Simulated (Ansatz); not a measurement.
**Preparing GaN (P6_3mc) as a host crystal**

Aim: the runs on the perfect crystal GaN (P6_3mc) that a defect calculation needs first.

Calculated with Ansatz 0.2.0; plane-wave PAW DFT, r2SCAN; relaxation of the host's cell and atoms, in the first sound run; inputs show where later runs differ.

## Step 1: Set-up

It takes space group P6_3mc (No. 186, hexagonal). Conventional cell: a = 3.189 Å, b = 3.189 Å, c = 5.192 Å, α = 90.00°, β = 90.00°, γ = 120.00°. Nearest to Ga lie 4 N at 1.95 to 1.96 Å. Nearest to N lie 4 Ga at 1.95 to 1.96 Å. Farther neighbours and most contacts between anions are not listed.

## Step 2: Host cell relaxation

Lattice and positions are set free, within the symmetry that the program keeps.

cell/input.yaml reads:

```yaml
crystal:
  lattice:
    - [3.1889304, 0.0, 0.0]
    - [-1.5944652, 2.7616947, 0.0]
    - [0.0, 0.0, 5.1923572]
  atoms:
    - { symbol: Ga, position: [0.66666667, 0.33333333, 0.49908371] }
    - { symbol: Ga, position: [0.33333333, 0.66666667, 0.99908371] }
    - { symbol: "N", position: [0.66666667, 0.33333333, 0.87591629] }
    - { symbol: "N", position: [0.33333333, 0.66666667, 0.37591629] }
basis:
  ecutwfc: 500
  xc_grid: 2
hamiltonian:
  xc: r2scan
kpoints:
  mp_grid: { grid: [10, 10, 6] }
scf:
  occupations: { method: fixed }
  max_iter: 100
relax:
  f_tol: 0.005
  max_steps: 60
  cell: {}
output:
  forces: true
  stress: true
checkpoint:
  write: "../cell.run"
  compress: false
  write_wavefunctions: false
  write_every: 100000
```

Command:

```console
$ ansatz run input.yaml --threads 32 --pin off --max-ram 84787MiB --backend cpu --events-out ev --progress --plain --runs-dir out
```

Numbers of over 12 decimals in the logs are rounded to 6 here.

What it wrote:

```text
[... repeated set-up lines and file paths are left out, and long positions are rounded to six places ...]
Engine: ansatz 0.2.0, aarch64-unknown-linux-gnu
Pseudopotentials: kind: paw
Pseudopotential: Ga, paw, valence charge 13, recommended cutoff 500 eV (meta_gga), Ga.paw.azcp
Pseudopotential: N, paw, valence charge 5, recommended cutoff 500 eV (meta_gga), N.paw.azcp
Functional definition: r2SCAN
  parameter k0 = 0.174
  parameter k1 = 0.065
  parameter a1 = 4.9479
  exchange = r2scan_x(k0 = k0, k1 = k1, a1 = a1)
  correlation = r2scan_c
Crystal: 4 atoms, lattice volume = 45.728 Å³
Basis set: ecut = 500 eV, 1141 PW (Γ), exchange–correlation on 48×48×80 points (8 copies of the dense FFT grid, shifted against one another)
Bands: 22, of which v1, the nominal top of the filled ones, is band 18 counted from 1 (17 counted from 0)
Symmetry: 12 space group operations
Space group: P63mc (ITA 186), of the structure as read, at distance tolerance 3.6e-5 Å
k-points: 56 of 600 (time reversal used)
Non-local potential: Ga, projectors of the file, l = 0: 2, l = 1: 2, l = 2: 3, l = 3: 1
Non-local potential: N, projectors of the file, l = 0: 2, l = 1: 2, l = 2: 1
PAW form: soft (Blöchl's): semilocal exchange-correlation on the pseudo side does not see the compensation charge
PAW frozen core: Ga, regenerated for the run's functional (the file was generated under x = pbe(κ = 0.804, μ = 0.219515), c = pbe(β = 0.066725))
PAW frozen core: N, regenerated for the run's functional (the file was generated under x = pbe(κ = 0.804, μ = 0.219515), c = pbe(β = 0.066725))
PAW one-centre angular grid: Ga, 590 points (default); XC on 160 Gauss nodes
PAW one-centre angular grid: N, 302 points (default); XC on 160 Gauss nodes
Initial density: superposition of atomic densities (neutral atoms: chi_scale 0, normalization atom), corrected by the library's trained network
Initial wavefunctions: pseudopotential atomic-orbital guess
Functional: x = r2scan, c = r2scan; τ floored in thin density (d = 2e-4 eV/Å³)
SCF iter   1: F=—  HF=-8352.712084 eV  |Δ(HF+E_count)|=         —  Δρ=1.25e-2  dr2=2.67e-2  dr2_τ=1.88e-1  Hψ=4469
preconditioner: auto → Resta (q_TF=auto, 2.622 Å⁻¹)  ε∞=4.5  [insulator: Δε(μ)=2.276 eV  Ē_g=17.609 eV  n_scr=22 (ndim 8)  ℏωp=32.9 eV  f_vac=0.008  ε∞_Penn≈4.5]
SCF iter   2: F=—  HF=-8352.774398 eV  |Δ(HF+E_count)|=   6.23e-2  Δρ=5.84e-3  dr2=9.47e-3  dr2_τ=3.16e-4  Hψ=2878
SCF iter   3: F=—  HF=-8352.773865 eV  |Δ(HF+E_count)|=   5.33e-4  Δρ=3.69e-3  dr2=2.65e-3  dr2_τ=8.80e-5  Hψ=2249
SCF iter   4: F=—  HF=-8352.773883 eV  |Δ(HF+E_count)|=   1.75e-5  Δρ=2.97e-4  dr2=2.13e-5  dr2_τ=7.99e-6  Hψ=2281
SCF iter   5: F=—  HF=-8352.773905 eV  |Δ(HF+E_count)|=   2.29e-5  Δρ=1.29e-4  dr2=3.97e-6  dr2_τ=4.27e-7  Hψ=2117
SCF iter   6: F=—  HF=-8352.773910 eV  |Δ(HF+E_count)|=   4.41e-6  Δρ=3.50e-5  dr2=5.93e-7  dr2_τ=2.74e-8  Hψ=2240
SCF iter   7: F=—  HF=-8352.773910 eV  |Δ(HF+E_count)|=   6.79e-9  Δρ=1.76e-5  dr2=1.40e-7  dr2_τ=8.77e-9  Hψ=4752
SCF iter   8: F=-8352.773910 eV  HF=-8352.773910 eV  |Δ(HF+E_count)|=   2.29e-8  Δρ=7.84e-6  dr2=2.80e-8  dr2_τ=4.71e-10  Hψ=3802
SCF 1 converged in 8 iterations: F = -8352.773910 eV  dr2 = 2.80e-8
  greatest PAW one-centre occupation: 0.995 electrons in one spin orbital (limit 2), on the Ga atom at site 0 (counted from 0), in its partial waves of l = 2
relax step   1: F+E_penalty+E_count = -8352.77390986 eV  Δ(F+E_penalty+E_count) = +0.000e0 eV  max|allowed force component| = 1.263e-3 eV/Å  Δτ_max = 0.0000 Å  P = -1.039 GPa  Ω = 45.728 Å³  (8 SCF iters, dr2 threshold 1.00e-7 eV, accepted)
[... the SCF cycles and remarks between the steps are left out from here to the last step ...]
relax step   2: F+E_penalty+E_count = -8352.77468219 eV  Δ(F+E_penalty+E_count) = -7.723e-4 eV  max|allowed force component| = 1.068e-3 eV/Å  Δτ_max = 0.0001 Å  P = -0.398 GPa  Ω = 45.577 Å³  energy of the carried Pulay correction = +9.336e-5 eV  (5 SCF iters, dr2 threshold 4.00e-7 eV, accepted)
relax step   3: F+E_penalty+E_count = -8352.77485423 eV  Δ(F+E_penalty+E_count) = -1.720e-4 eV  max|allowed force component| = 5.171e-4 eV/Å  Δτ_max = 0.0001 Å  P = +0.005 GPa  Ω = 45.484 Å³  energy of the carried Pulay correction = +1.511e-4 eV  (4 SCF iters, dr2 threshold 3.98e-7 eV, accepted)
Initial wavefunctions: pseudopotential atomic-orbital guess (no wavefunctions were taken with the density)
iter 1 solved again at ethr=2.51e-8 eV; its pass at ethr=3.10e-3 eV (dr2=9.03e-6 eV) is discarded
SCF iter   1: F=—  HF=-8352.774691 eV  |Δ(HF+E_count)|=         —  Δρ=3.29e-5  dr2=3.80e-7  dr2_τ=5.31e-8  Hψ=8152
SCF iter   2: F=—  HF=-8352.774689 eV  |Δ(HF+E_count)|=   1.60e-6  Δρ=1.63e-5  dr2=9.61e-8  dr2_τ=9.04e-9  Hψ=2118
SCF iter   3: F=—  HF=-8352.774689 eV  |Δ(HF+E_count)|=   2.45e-8  Δρ=9.69e-6  dr2=3.02e-8  dr2_τ=8.02e-10  Hψ=1905
SCF iter   4: F=—  HF=-8352.774689 eV  |Δ(HF+E_count)|=   4.87e-9  Δρ=1.44e-6  dr2=1.06e-9  dr2_τ=2.24e-10  Hψ=2249
SCF iter   5: F=—  HF=-8352.774689 eV  |Δ(HF+E_count)|=  1.56e-10  Δρ=5.51e-7  dr2=1.21e-10  dr2_τ=5.60e-12  Hψ=2139
SCF iter   6: F=-8352.774689 eV  HF=-8352.774689 eV  |Δ(HF+E_count)|=  4.00e-11  Δρ=7.54e-8  dr2=1.92e-12  dr2_τ=1.05e-13  Hψ=4471
SCF 4 converged in 6 iterations: F = -8352.774689 eV  dr2 = 1.92e-12
relax step   4: F+E_penalty+E_count = -8352.77468926 eV  Δ(F+E_penalty+E_count) = +1.650e-4 eV  max|allowed force component| = 5.442e-4 eV/Å  Δτ_max = 0.0000 Å  P = +0.004 GPa  Ω = 45.484 Å³  stress off target by 4.83e-3 GPa  SCF on the basis re-selected at this cell (its energy is not comparable with the rows above)  (6 SCF iters)
basis re-selected at this cell: Δ(F+E_penalty+E_count) = +1.650e-4 eV, ΔP = -0.001 GPa vs the last step (what re-selecting the basis moved, of the pressure what is left beyond the Pulay correction that the steps carried, after the strain that the cell walked [...]
SCF converged after 6 iterations
Free energy (F): -8352.774689 eV
Harris-Foulkes:  -8352.774689 eV  (|F-HF|=3.64e-12)
Internal energy: -8352.774689 eV  (E = F + TS)
E sigma→0 (E₀):  -8352.774689 eV
Fermi energy:    9.486724 eV
--- Per-component energies (eV) ---
  E_band       = -29.646353
  E_kinetic    = 494.368707
  E_local      = -3904.007521  (includes V_loc(G=0)·N_el)
  E_nonlocal   = 952.976004
  E_hartree    = 1801.757017
  E_xc         = -243.549400
  E_vxc        = -287.265239  (∫ρ·V_xc dr)
  E_paw        = -4274.770934  (= ΣΔE_a)
  E_vpaw       = -904.914081  (= ΣTr[D̂ρ^β])
  E_aug_tail   = -0.000045  (compensation charges beyond the density's cutoff)
  E_vtau       = 15.681843  (kinetic-family band-sum trace: ∫τ·v_τ [+ j·A + Jᵃ·Aᵃ] dr)
  E_ewald      = -3178.183248
  E_core_change = -1.365269  (= ΣΔE_core)
  E_smearing   = -0.000000  (= −TS)
  E_closure    = 0.000000  (closes the sum)
  Σ components = -8352.774689   (vs F -8352.774689, Δ=0.00e0)
--- Forces (eV/Å), atoms counted from 1 ---
  atom   1  Ga     0.00000000     0.00000000     0.00054712
  atom   2  Ga    -0.00000000    -0.00000000     0.00054712
  atom   3  N      0.00000000     0.00000000    -0.00054132
  atom   4  N     -0.00000000    -0.00000000    -0.00054132
  max |Σ_I F_I| component: 1.16e-5 eV/Å
--- Stress (GPa, compression-positive) ---
        0.004828      -0.000000       0.000000
        0.000000       0.004828       0.000000
        0.000000       0.000000       0.002663
  P = ⅓ Tr σ = 0.0041 GPa (0.041 kbar)
--- Relaxed structure (3 steps of the walk, 3 accepted, 1 SCFs on fresh bases) ---
  F+E_penalty+E_count = -8352.77468926 eV   max|allowed force component| = 5.442e-4 eV/Å   (the final SCF, on the basis selected at the relaxed cell)
  cell:  # Å, volume = 45.4839 Å³
    - [3.183086, 0, 0]
    - [-1.591543, 2.756634, -1.8002487800482376e-19]
    - [0, -3.3847096320056974e-19, 5.183581]
  atoms:
    - { symbol: Ga, position: [0.666667, 0.333333, 0.499108] }
    - { symbol: Ga, position: [0.333333, 0.666667, 0.999108] }
    - { symbol: N, position: [0.666667, 0.333333, 0.875892] }
    - { symbol: N, position: [0.333333, 0.666667, 0.375892] }
```

Elapsed: 2.5 s, on 32 threads of Arm Neoverse V2, shared host; peak memory 0.3 GiB.

The steps of the relaxation:

| step | energy less that of the first step (eV) | largest force component (eV/Å) | pressure (GPa) | volume (Å³) |
| --- | --- | --- | --- | --- |
| 1 | 0.0000 | 0.0013 | -1.04 | 45.73 |
| 2 | -0.0008 | 0.0011 | -0.40 | 45.58 |
| 3 | -0.0009 | 0.0005 | 0.00 | 45.48 |
| 4* | -0.0008 | 0.0005 | 0.00 | 45.48 |

Relaxation steps marked * repeat the geometry before them on a plane-wave basis chosen anew for their cell, so energy and pressure can jump there.

The run keeps the 12 symmetry operations that it works with, so distortions that break them were not tested.

| conventional cell, symmetrised | before | after | change |
| --- | --- | --- | --- |
| a (Å) | 3.189 | 3.183 | -0.2 % |
| b (Å) | 3.189 | 3.183 | -0.2 % |
| c (Å) | 5.192 | 5.184 | -0.2 % |
| volume (Å³/atom) | 11.43 | 11.37 | -0.5 % |

The relaxed structure:

```
Ga N
1.0
     3.18309    0.00000    0.00000
    -1.59154    2.75663    0.00000
     0.00000    0.00000    5.18358
Ga N
2 2
Direct
  0.66667 0.33333 0.49911
  0.33333 0.66667 0.99911
  0.66667 0.33333 0.87589
  0.33333 0.66667 0.37589
```

Numbers from this step:

```yaml
pressure: 0.004106 GPa
```

The cell shrank by 0.5 % in volume.

## Step 3: Dielectric tensors of the host

The response to a uniform electric field gives the electronic dielectric tensor.

This step: plane-wave PAW DFPT, PBEsol; dielectric tensors, Born charges and zone-centre modes of the host (Ansatz 0.2.0).

eps/input.yaml reads:

```yaml
crystal:
  lattice:
    - [3.1830864089, 0.0, 0.0]
    - [-1.5915432044, 2.7566336925, 0.0]
    - [0.0, 0.0, 5.1835805568]
  atoms:
    - { symbol: Ga, position: [0.6666666667, 0.3333333333, 0.4991084241] }
    - { symbol: Ga, position: [0.3333333333, 0.6666666667, 0.9991084241] }
    - { symbol: "N", position: [0.6666666667, 0.3333333333, 0.8758915759] }
    - { symbol: "N", position: [0.3333333333, 0.6666666667, 0.3758915759] }
basis:
  ecutwfc: 420
hamiltonian:
  xc: pbesol
kpoints:
  mp_grid: { grid: [9, 9, 5] }
scf:
  occupations: { method: fixed }
  max_iter: 100
phonons:
  method: dfpt
  dielectric: true
  rigid_motions: translations
```

What it wrote:

```text
[...]
Crystal: 4 atoms, lattice volume = 45.484 Å³
Basis set: ecut = 420 eV, 893 PW (Γ), exchange–correlation on 48×48×72 points (8 copies of the dense FFT grid, shifted against one another)
Bands: 22, of which v1, the nominal top of the filled ones, is band 18 counted from 1 (17 counted from 0)
Symmetry: 12 space group operations
k-points: 115 of 405 (irreducible under 2 space group operations, time reversal used)
[...]
SCF iter   1: F=—  HF=-8245.714083 eV  |Δ(HF+E_count)|=         —  Δρ=1.27e-2  dr2=7.10e-2  Hψ=8951
[...]
SCF iter   9: F=-8245.693902 eV  HF=-8245.693902 eV  |Δ(HF+E_count)|=  1.07e-10  Δρ=8.37e-8  dr2=2.69e-12  Hψ=13503
SCF 1 converged in 9 iterations: F = -8245.693902 eV  dr2 = 2.69e-12
[...]
NSCF: frozen V_eff on 6 k-points
DFPT response loops at Γ: preconditioner auto → Resta (q_TF=auto, 2.624 Å⁻¹)  ε∞=5.7 (no band partly filled); β = 1.00, the filter's whole step (`scf.mixing.beta` (0.50) is not read by the response loops at its default; [...]
── the response to a field inside a basis, on 12×12×8 k-points: an SCF that follows is theirs, and a resumed run solves both again ──
Bands: 19, of which v1, the nominal top of the filled ones, is band 18 counted from 1 (17 counted from 0)
k-points: 168 of 1152 (irreducible under 4 space group operations, time reversal used)
[...]
Eigensolver: Dense (168 Hₖ)
SCF iter   1: F=—  HF=-8245.692347 eV  |Δ(HF+E_count)|=         —  Δρ=4.93e-4  dr2=2.53e-5
[...]
SCF iter   4: F=-8245.692356 eV  HF=-8245.692356 eV  |Δ(HF+E_count)|=   1.90e-6  Δρ=1.16e-5  dr2=3.52e-8
SCF 1 converged in 4 iterations: F = -8245.692356 eV  dr2 = 3.52e-8
[...]
WARN: field response: ε∞ stands inside a basis, on 12×12×8 points; [...]
SCF converged after 9 iterations
Free energy (F): -8245.693902 eV
[...]
Internal energy: -8245.693902 eV  (E = F + TS)
E sigma→0 (E₀):  -8245.693902 eV
Fermi energy:    9.622835 eV
[...]
--- Band table (eV; the first three rows and the last of 115) ---
[...]
--- Phonons (Γ-DFPT): 4 representative perturbations + reference, on 115 of 405 k-points (Σ response iterations 14) ---
  k mesh reduced under 2 symmetry operations, with k and −k counted as one. Each operation leaves every solved perturbation unchanged. A smaller set is not considered because the run solves the response to a homogeneous field
  ASR residual: 2.731e-5 → 0.000e0 eV/Å²; symmetrization residual: 7.853e-6 eV/Å²
  ASR residual per site (eV/Å²): 2.73e-5 2.73e-5 8.92e-6 8.92e-6
  Γ frequencies (cm⁻¹): 0.00 0.00 0.00 136.50 136.50 327.02 521.60 544.91 544.91 553.54 553.54 677.63
  ε∞ (high-frequency dielectric tensor):
        5.839390     0.000000    -0.000000
        0.000000     5.839390     0.000000
       -0.000000     0.000000     6.022209
  ε⁰ (static dielectric tensor: ions relaxed, cell fixed):
       10.096372    -0.000000    -0.000000
        0.000000    10.096372     0.000000
       -0.000000     0.000000    11.184354
  ε⁰ − ε∞ (ionic part):
        4.256981    -0.000000     0.000000
       -0.000000     4.256981     0.000000
        0.000000     0.000000     5.162145
  softest optical mode at Γ: 136.50 cm⁻¹; the repairs (sum rule, projections) moved no ω² at Γ by more than (1.42 cm⁻¹)²
  Born effective charges Z* (e; rows j = field, columns β = displacement):
    site 0:
         2.61036    0.00000   -0.00000
         0.00000    2.61036    0.00000
        -0.00000    0.00000    2.75153
    site 1:
         2.61036    0.00000   -0.00000
         0.00000    2.61036    0.00000
        -0.00000    0.00000    2.75153
    site 2:
        -2.61036   -0.00000    0.00000
        -0.00000   -2.61036   -0.00000
         0.00000   -0.00000   -2.75153
    site 3:
        -2.61036   -0.00000    0.00000
        -0.00000   -2.61036   -0.00000
         0.00000   -0.00000   -2.75153
  Z* charge neutrality: 3.117e-3 e pre-enforcement
  solved inside a basis spanned on kpoints, on 12×12×8 k-points, its susceptibility summed on 18×18×10: ε∞ is read to err by 1.8e-2, Z* by 1.5e-2 e (field_mesh: kpoints solves on kpoints); Z* is corrected for what the basis lacks
  optical modes at Γ without the LO–TO term, one row a degenerate level:
      ω (cm⁻¹)  modes    IR ((D/Å)²/amu)
        136.50      2             0.0000
        327.02      1             0.0000
        521.60      1            29.9503
        544.91      2            53.9118
        553.54      2             0.0000
        677.63      1             0.0000
  optical modes at Γ + LO–TO along q̂ = [1.0000, 0.0000, 0.0000]:
      ω (cm⁻¹)  modes    IR ((D/Å)²/amu)
        136.50      2             0.0000
        327.02      1             0.0000
        521.60      1            29.9503
        544.91      1            26.9559
        553.54      2             0.0000
        677.63      1             0.0000
        716.52      1            26.9559
  optical modes at Γ + LO–TO along q̂ = [0.0000, 1.0000, 0.0000]:
      ω (cm⁻¹)  modes    IR ((D/Å)²/amu)
        136.50      2             0.0000
        327.02      1             0.0000
        521.60      1            29.9503
        544.91      1            26.9559
        553.54      2             0.0000
        677.63      1             0.0000
        716.52      1            26.9559
  optical modes at Γ + LO–TO along q̂ = [0.0000, 0.0000, 1.0000]:
      ω (cm⁻¹)  modes    IR ((D/Å)²/amu)
        136.50      2             0.0000
        327.02      1             0.0000
        544.91      2            53.9118
        553.54      2             0.0000
        677.63      1             0.0000
        710.83      1            29.9503
```

Run time: 11 s. Hardware: 32 threads; peak memory 1.1 GiB.

In the SCF lines HF is the Harris–Foulkes energy and dr2 the Hartree energy of the density residual, in eV; the loop may stop once dr2 is under the threshold and the program's other checks hold. Hψ counts applications of the Hamiltonian.

Electronic dielectric tensor:

```
5.84 0.00 0.00
0.00 5.84 0.00
0.00 0.00 6.02
```

Static dielectric tensor:

```
10.10  0.00  0.00
 0.00 10.10  0.00
 0.00  0.00 11.18
```

The principal values of the electronic dielectric tensor are 5.84, 5.84 and 6.02. The principal values of the static dielectric tensor are 10.10, 10.10 and 11.18.

(Continued in part 2 of 3.)

[Logs are printed without paths, hosts, clocks, repeated set-up lines and the standing remarks that a program may print on its own settings, such as how far it seeks lower states.]

[Hosts, paths, dates, database ids (printed as entryN), source tags and the programs' standing remarks are cut or masked in the printed files.]

[Runs of the host that timed out are not shown.]

[For some hosts the program warned that the k-mesh of the response run may be too coarse for force constants and the static dielectric constant; such warnings are not always shown.]
